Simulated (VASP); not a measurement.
# B (Pm-3m) in VASP: settings compared

The runs below take B through relaxation of cell and atoms, with PBE+D3, PBE+D3(BJ).

Everything below comes from runs of VASP 6.6.1. Logs are shortened: lines on timing, memory, paths and dates and some standing lists are left out, and cuts for length are marked.

## 1. The crystal as given

It takes space group Pm-3m (No. 221, cubic). The conventional cell has a = 1.885 Å, b = 1.885 Å, c = 1.885 Å, α = 90.00°, β = 90.00°, γ = 90.00°. B (site symmetry m-3m) has 6 B at 1.89 Å as nearest neighbours.

The cell was built by a generator and needn't be a form met in nature.

## 2. Relaxation of cell and atoms, PBE+D3

Contents of INCAR:

```
SYSTEM = B
  PREC = Accurate
  ENCUT = 600
  EDIFF = 1E-6
  ISMEAR = -1
  SIGMA = 0.05
  LREAL = .False.
  LASPH = .True.
  NELM = 80
  ALGO = Normal
  ISIF = 3
  LWAVE = .False.
  LCHARG = .False.
  GGA = PE
  IVDW = 11
  IBRION = 2
  NSW = 40
  EDIFFG = -0.005
```

Contents of KPOINTS:

```
regular mesh
0
Gamma
  14 14 14
  0 0 0
```

Contents of POSCAR:

```
B
1.0
    1.8852400000      0.0000000000      0.0000000000
    0.0000000000      1.8852400000      0.0000000000
    0.0000000000      0.0000000000      1.8852400000
B
1
Direct
    0.5000000000      0.5000000000      0.5000000000
```

Potentials or basis: VASP PAW PBE potentials, release 64 (B).

Run with:

```bash
$ cat potpaw_PBE.64/B/POTCAR > POTCAR
$ mpirun -np 1 vasp_std > vasp.out
```

OUTCAR:

```text
SYSTEM = B
   PREC = Accurate
   ENCUT = 600
   EDIFF = 1E-6
   ISMEAR = -1
   LREAL = .False.
   LASPH = .True.
   NELM = 80
   ISIF = 3
   GGA = PE
   IVDW = 11
   IBRION = 2
   NSW = 40
   EDIFFG = -0.005
 IVDW          = 11

 ion  position               nearest neighbor table
   1  0.500  0.500  0.500-

  LATTYP: Found a simple cubic cell.
 ALAT       =     1.8852400000

  Lattice vectors:

 A1 = (   1.8852400000,   0.0000000000,   0.0000000000)
 A2 = (   0.0000000000,   1.8852400000,   0.0000000000)
 A3 = (   0.0000000000,   0.0000000000,   1.8852400000)

Analysis of symmetry for initial positions (statically):
=====================================================================
 Subroutine PRICEL returns:
 Original cell was already a primitive cell.

 Routine SETGRP: Setting up the symmetry group for a
 simple cubic supercell.

 Subroutine GETGRP returns: Found 48 space group operations
 (whereof 48 operations were pure point group operations)
 out of a pool of 48 trial point group operations.

The static configuration has the point symmetry O_h .

Analysis of symmetry for dynamics (positions and initial velocities):
=====================================================================
 Subroutine PRICEL returns:
 Original cell was already a primitive cell.

 Routine SETGRP: Setting up the symmetry group for a
 simple cubic supercell.

 Subroutine GETGRP returns: Found 48 space group operations
 (whereof 48 operations were pure point group operations)
 out of a pool of 48 trial point group operations.

The dynamic configuration has the point symmetry O_h .

 Subroutine INISYM returns: Found 48 space group operations
 (whereof 48 operations are pure point group operations),
 and found     1 'primitive' translations

----------------------------------------------------------------------------------------

                                     Primitive cell

  volume of cell :       6.7004

  direct lattice vectors                    reciprocal lattice vectors
     1.885240000  0.000000000  0.000000000     0.530436443  0.000000000  0.000000000
     0.000000000  1.885240000  0.000000000     0.000000000  0.530436443  0.000000000
     0.000000000  0.000000000  1.885240000     0.000000000  0.000000000  0.530436443

  length of vectors
     1.885240000  1.885240000  1.885240000     0.530436443  0.530436443  0.530436443

  position of ions in fractional coordinates (direct lattice)
     0.500000000  0.500000000  0.500000000

  ion indices of the primitive-cell ions
   primitive index   ion index
                 1           1

----------------------------------------------------------------------------------------

 KPOINTS: regular mesh

Automatic generation of k-mesh.
 Grid dimensions read from file:
 generate k-points for:   14   14   14

 Generating k-lattice:

  Cartesian coordinates                     Fractional coordinates (reciprocal lattice)
     0.037888317  0.000000000  0.000000000     0.071428571  0.000000000  0.000000000
     0.000000000  0.037888317  0.000000000     0.000000000  0.071428571  0.000000000
     0.000000000  0.000000000  0.037888317     0.000000000  0.000000000  0.071428571

  Length of vectors
     0.037888317  0.037888317  0.037888317

  Shift w.r.t. Gamma in fractional coordinates (k-lattice)
     0.000000000  0.000000000  0.000000000

 Subroutine IBZKPT returns following result:
 ===========================================

 Found    120 irreducible k-points:

 Following reciprocal coordinates:
            Coordinates               Weight
  0.000000  0.000000  0.000000      1.000000
  0.071429  0.000000  0.000000      6.000000
  0.142857  0.000000  0.000000      6.000000
  0.214286  0.000000  0.000000      6.000000
  0.285714  0.000000  0.000000      6.000000
  0.357143  0.000000  0.000000      6.000000
[... 16 lines left out ...]
  0.285714  0.214286  0.000000     24.000000
  0.357143  0.214286  0.000000     24.000000
 [... further k-points ...]
   k-points           NKPTS =    120   k-points in BZ     NKDIM =    120   number of bands    NBANDS=      5
   number of dos      NEDOS =    301   number of ions     NIONS =      1
   total plane-waves  NPLWV =   4096
   dimension x,y,z NGX =    16 NGY =   16 NGZ =   16
   dimension x,y,z NGXF=    32 NGYF=   32 NGZF=   32
   ions per type =               1
   NGX,Y,Z   is equivalent  to a cutoff of  14.11, 14.11, 14.11 a.u.
   NGXF,Y,Z  is equivalent  to a cutoff of  28.22, 28.22, 28.22 a.u.
 SYSTEM =  B
   PREC   = accura    normal or accurate (medium, high low for compatibility)
   ISTART =      0    job   : 0-new  1-cont  2-samecut
   ICHARG =      2    charge: 1-file 2-atom 10-const
   ISPIN  =      1    spin polarized calculation?
   LNONCOLLINEAR =      F non collinear calculations
   LSORBIT =      F    spin-orbit coupling
   LASPH  =      T    aspherical Exc in radial PAW
   ENCUT  =  600.0 eV  44.10 Ry    6.64 a.u.   3.77  3.77  3.77*2*pi/ulx,y,z
   NELM   =     80;   NELMIN=  2; NELMDL= -5     # of ELM steps
   EDIFF  = 0.1E-05   stopping-criterion for ELM
   LREAL  =      F    real-space projection
   EDIFFG = -.5E-02   stopping-criterion for IOM
   NSW    =     40    number of steps for IOM
   IBRION =      2    ionic relax: 0-MD 1-quasi-New 2-CG
   NFREE  =      1    steps in history (QN), initial steepest desc. (CG)
   ISIF   =      3    stress and relaxation
   ISYM   =      2    0-nonsym 1-usesym 2-fastsym
   POTIM  = 0.5000    time-step for ionic-motion
   TEBEG  =    0.0;   TEEND  =   0.0 temperature during run
   PSTRESS=    0.0 pullay stress
   NELECT =       3.0000    total number of electrons
   NUPDOWN=      -1.0000    fix difference up-down
   EMIN   =  10.00;   EMAX   =-10.00  energy-range for DOS
   EFERMI =   0.00;   METHOD = LEGACY
   ISMEAR =    -1;   SIGMA  =   0.05  broadening in eV -4-tet -1-fermi 0-gaus
   EFERMI_NEDOS =   21; number of points for ismear=-14 and -15
   IALGO  =     38    algorithm
   IMIX   =      4    mixing-type and parameters
     AMIX     =   0.40;   BMIX     =  1.00
     AMIX_MAG =   1.60;   BMIX_MAG =  1.00
  volume/ion in A,a.u.               =       6.70        45.22
  Fermi-wavevector in a.u.,A,eV,Ry     =   1.252416  2.366723 21.341361  1.568546
  Thomas-Fermi vector in A             =   2.386317
   LORBIT       =      0    0 simple, 1 ext, 2 COOP (PROOUT), +10 PAW based schemes
   GGA     = PE    functional components
   LHFCALC =     F    Hartree Fock is set to
   AEXX    =    0.0000 exact exchange contribution
   IVDW    =    11    specifies the selected vdW correction
   LEPSILON=     F    determine dielectric tensor
   LRPA    =     F    only Hartree local field effects (RPA)
 conjugate gradient relaxation of ions
 non-spin polarized calculation
  energy-cutoff  :      600.00
  volume of cell :        6.70
 maximum number of plane-waves:       251
 NGX is ok and might be reduce to    16
   NGX =  7   NGY =  7   NGZ =  7

--------------------------------------- Ionic step        1  -------------------------------------------

 number of electron       3.0000000 magnetization

 Free energy of the ion-electron system (eV)
  ---------------------------------------------------
  ext. energy  EPLUGINS =         0.00000000
  ---------------------------------------------------
  free energy    TOTEN  =        -5.60314148 eV

  energy without entropy =       -5.59846587  energy(sigma->0) =       -5.60080368

------------------------ aborting loop because EDIFF is reached ----------------------------------------

 Edisp (eV)   -0.11175

 E8    (eV) :    -0.0465

  FORCE on cell =-STRESS in cart. coord.  units (eV):
  Direction    XX          YY          ZZ          XY          YZ          ZX
  --------------------------------------------------------------------------------------
  -------------------------------------------------------------------------------------
  Total      -0.10244    -0.10244    -0.10244    -0.00000    -0.00000    -0.00000
  in kB     -24.49484   -24.49484   -24.49484    -0.00000    -0.00000    -0.00000
  external pressure =      -24.49 kB  Pullay stress =        0.00 kB

 VOLUME and BASIS-vectors are now :
 -----------------------------------------------------------------------------
  energy-cutoff  :      600.00
  volume of cell :        6.70
      direct lattice vectors                 reciprocal lattice vectors
     1.885240000  0.000000000  0.000000000     0.530436443  0.000000000  0.000000000
     0.000000000  1.885240000  0.000000000     0.000000000  0.530436443  0.000000000
     0.000000000  0.000000000  1.885240000     0.000000000  0.000000000  0.530436443
[... 40 lines left out ...]
 POSITION                                       TOTAL-FORCE (eV/Angst)
 -----------------------------------------------------------------------------------
      0.93796      0.93796      0.93796        -0.000000     -0.000000      0.000000
 -----------------------------------------------------------------------------------
    total drift:                                0.000000      0.000000      0.000000

  FREE ENERGIE OF THE ION-ELECTRON SYSTEM (eV)
  ---------------------------------------------------
  free  energy   TOTEN  =        -5.7153536614 eV

  energy  without entropy=       -5.7107405286  energy(sigma->0) =       -5.71304710

--------------------------------------- Ionic step        3  -------------------------------------------

 number of electron       3.0000000 magnetization

 Free energy of the ion-electron system (eV)
  ---------------------------------------------------
  ext. energy  EPLUGINS =         0.00000000
  ---------------------------------------------------
  free energy    TOTEN  =        -5.60244064 eV

  energy without entropy =       -5.59781026  energy(sigma->0) =       -5.60012545

 E-fermi :   7.0853     XC(G=0): -12.4245

 val. band max:        7.0225628991   @ k =   0.4286   0.2857   0.2857
 cond. band min:       7.1131113542   @ k =   0.4286   0.4286   0.2143
 fundamental gap:      0.0905484551
 Fermi energy:         7.0853114721

 k-point     1 :       0.0000    0.0000    0.0000
  band No.  band energies     occupation
      1      -8.7528      2.00000
      2      20.8529      0.00000
      3      20.8529      0.00000
      4      20.8529      0.00000
      5      31.3005      0.00000

 k-point     2 :       0.0714    0.0000    0.0000
  band No.  band energies     occupation
      1      -8.5783      2.00000
      2      19.1351      0.00000
      3      20.9996      0.00000
      4      20.9996      0.00000
      5      31.5052      0.00000

 k-point     3 :       0.1429    0.0000    0.0000
  band No.  band energies     occupation
      1      -8.0554      2.00000
      2      15.7524      0.00000
      3      21.4277      0.00000
      4      21.4277      0.00000
      5      32.1141      0.00000
[... 153 lines left out ...]
 k-point    23 :       0.2857    0.2143    0.0000
  band No.  band energies     occupation
      1      -4.4129      2.00000
      2       9.3137      0.00000
      3      16.2314      0.00000
      4      24.1050      0.00000
      5      32.0515      0.00000

 k-point    24 :       0.3571    0.2143    0.0000
  band No.  band energies     occupation
      1      -2.8778      2.00000
      2       6.5364      1.99997
      3      17.1713      0.00000
      4      24.9311      0.00000
      5      29.4272      0.00000

 [... further k-points ...]

------------------------ aborting loop because EDIFF is reached ----------------------------------------

 Edisp (eV)   -0.11300

 E8    (eV) :    -0.0472

  FORCE on cell =-STRESS in cart. coord.  units (eV):
  Direction    XX          YY          ZZ          XY          YZ          ZX
  --------------------------------------------------------------------------------------
  -------------------------------------------------------------------------------------
  Total       0.00050     0.00050     0.00050    -0.00000     0.00000    -0.00000
  in kB       0.12041     0.12041     0.12041    -0.00000     0.00000    -0.00000
  external pressure =        0.12 kB  Pullay stress =        0.00 kB

 VOLUME and BASIS-vectors are now :
 -----------------------------------------------------------------------------
  energy-cutoff  :      600.00
  volume of cell :        6.63
      direct lattice vectors                 reciprocal lattice vectors
     1.878586631 -0.000000000 -0.000000000     0.532315084  0.000000000  0.000000000
    -0.000000000  1.878586631  0.000000000     0.000000000  0.532315084  0.000000000
    -0.000000000 -0.000000000  1.878586631     0.000000000 -0.000000000  0.532315084

 POSITION                                       TOTAL-FORCE (eV/Angst)
 -----------------------------------------------------------------------------------
      0.93929      0.93929      0.93929        -0.000000     -0.000000      0.000000
 -----------------------------------------------------------------------------------
    total drift:                                0.000000      0.000000      0.000000

  FREE ENERGIE OF THE ION-ELECTRON SYSTEM (eV)
  ---------------------------------------------------
  free  energy   TOTEN  =        -5.7154440534 eV

  energy  without entropy=       -5.7108136702  energy(sigma->0) =       -5.71312886

 reached required accuracy - stopping structural energy minimisation
```

It used 5.9 s of CPU time on 1 thread of AMD EPYC 7R13 Processor (Zen 3), with other jobs on the host, which was overloaded at the time.

What came out:

```
Free energy                            : -5.7154 eV
Relaxed volume                         : 6.63 Å³/atom
Relaxed cell                           : a = 1.879 Å, b = 1.879 Å, c = 1.879 Å, α = 90.00°, β = 90.00°, γ = 90.00°
Space group after relaxing (to 0.05 Å) : Pm-3m (No. 221)
Energy gained by relaxing              : 0.5 meV/atom
Ionic steps                            : 3
Pressure after relaxing                : 0.0 GPa
Band gap on the k mesh                 : none (metal or under the smearing width)
Dispersion energy per atom             : -0.113 eV
```

The path:
```tsv
step	energy change (eV)	largest force (eV/Å)	pressure (GPa)	volume (Å³)
1	0.0000	0.0000	-2.45	6.70
2	-0.0005	0.0000	1.03	6.60
3	-0.0005	0.0000	0.01	6.63
```

Final structure:
```yaml
crystal:
  lattice:
    - [1.87859, 0.00000, 0.00000]
    - [0.00000, 1.87859, 0.00000]
    - [0.00000, 0.00000, 1.87859]
  atoms:
    - { symbol: B, position: [0.50000, 0.50000, 0.50000] }
```

Caveat: pairwise dispersion overbinds metals, which lowers pressure and volume.

## 3. Relaxation of cell and atoms, PBE+D3(BJ)

INCAR: that of step 2 with these lines changed.

```diff
@@ -14,3 +14,3 @@
   GGA = PE
-  IVDW = 11
+  IVDW = 12
   IBRION = 2
```

KPOINTS is that of step 2.

POSCAR is that of step 2.

Potentials or basis: VASP PAW PBE potentials, release 64 (B).

Run with:

```bash
$ cat potpaw_PBE.64/B/POTCAR > POTCAR
$ mpirun -np 1 vasp_std > vasp.out
```

It used 6.2 s of CPU time on 1 thread of AMD EPYC 7R13 Processor (Zen 3) (shared host), which was overloaded at the time.

Results (log left out):

```
Free energy                            : -5.8278 eV
Relaxed volume                         : 6.56 Å³/atom
Relaxed cell                           : a = 1.872 Å, b = 1.872 Å, c = 1.872 Å, α = 90.00°, β = 90.00°, γ = 90.00°
Space group after relaxing (to 0.05 Å) : Pm-3m (No. 221)
Energy gained by relaxing              : 2.3 meV/atom
Ionic steps                            : 3
Pressure after relaxing                : 0.0 GPa
Band gap on the k mesh                 : none (metal or under the smearing width)
Dispersion energy per atom             : -0.227 eV
```

Step by step:
```tsv
step	energy change (eV)	largest force (eV/Å)	pressure (GPa)	volume (Å³)
1	0.0000	0.0000	-5.08	6.70
2	-0.0019	0.0000	2.25	6.50
3	-0.0023	0.0000	0.01	6.56
```

Final structure:
```
CELL_PARAMETERS angstrom
1.87153 0.00000 0.00000
0.00000 1.87153 0.00000
0.00000 0.00000 1.87153
ATOMIC_POSITIONS crystal
B 0.50000 0.50000 0.50000
```

Levels at points of the mesh, in eV from the Fermi level:
```csv
k point,band 1,band 2,band 3,band 4,band 5
"(0.00, 0.00, 0.00)",-15.95,13.90,13.90,13.90,24.36
"(0.50, 0.00, 0.00)",-8.36,-6.19,17.86,17.86,30.44
"(0.50, 0.50, 0.00)",-1.95,-1.95,4.55,8.22,21.09
"(0.50, 0.50, 0.50)",3.52,3.52,3.52,16.77,16.77
```

Caveat: pairwise dispersion overbinds metals, which lowers pressure and volume.

## 4. For comparison

An earlier run on the cell as given: functional PBE; potentials or basis VASP PAW PBE potentials, release 64 (B); cutoff 520 eV; k mesh 14 × 14 × 14; occupations fermi-dirac, width 0.05 eV; no spin polarisation.

* Pressure: 0.4 GPa
* Band gap on the k mesh: none (metal or under the smearing width)

## 5. The runs side by side

```csv
task,level,cell,cutoff (eV),gap on the mesh (eV),pressure (GPa),relaxed volume (Å³/atom)
relaxation of cell and atoms,PBE+D3,relaxed,600,none,0.0,6.63
relaxation of cell and atoms,PBE+D3(BJ),relaxed,600,none,0.0,6.56
single point,PBE,as given,520,none,0.4,-
```

Alike in all rows: potentials or basis VASP PAW PBE potentials, release 64 (B); no spin polarisation; k mesh 14 × 14 × 14; smearing fermi-dirac 0.05 eV.

Caveats: pairwise dispersion overbinds metals, which lowers pressure and volume (some runs).

Total energies depend on the potentials used, so only differences within one code and one set of settings carry meaning.
